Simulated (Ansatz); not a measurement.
## Compressing MgS: a fit and a missing row

MgS, Fm-3m, a = 5.182 Å. Ansatz: PBEsol, PAW, 420 eV, Γ-centred 8×8×8 mesh on 2 atoms, Gaussian smearing 0.02 eV; no spin polarisation. Symmetry fixes shape and atoms, so the cell is only scaled; pressure is positive in compression.

| V (Å³/atom) | P (GPa) |
| --- | --- |
| 15.307 | ? |
| 15.828 | 8.93 |
| 16.350 | 5.49 |
| 16.872 | 2.53 |
| 17.394 | 0.00 |
| 17.916 | -2.17 |
| 18.438 | -4.04 |
| 19.133 | -6.13 |

Take V0 = 17.394 Å³/atom, fit the third-order Birch–Murnaghan form to the other rows, and predict the missing pressure.

With the Eulerian strain f = ½[(V0/V)^(2/3) − 1] and y = P/[3f(1 + 2f)^(5/2)], the form is the line y = B0 + 1.5 B0 (B0′ − 4) f. Rows (f, y): 0.03246, 78.4; 0.02106, 78.4; 0.01026, 78.1; -0.00976, 77.9; -0.01906, 77.9; -0.03078, 77.8. Means f = 0.0006967, y = 78.083; Σ(Δf)² = 0.003005, ΣΔfΔy = 0.03112; the slope is their ratio. y = 78.08 + 10.36 f GPa, so B0 = 78.1 GPa and B0′ = 4 + 2 × (10.36)/(3 × 78.08) = 4.09. At V = 15.307, f = 0.04447, y = 78.54 and P = 12.97 GPa. The run gave 12.95 GPa, so the fit is 0.02 GPa too high, a small miss on the scale of the series.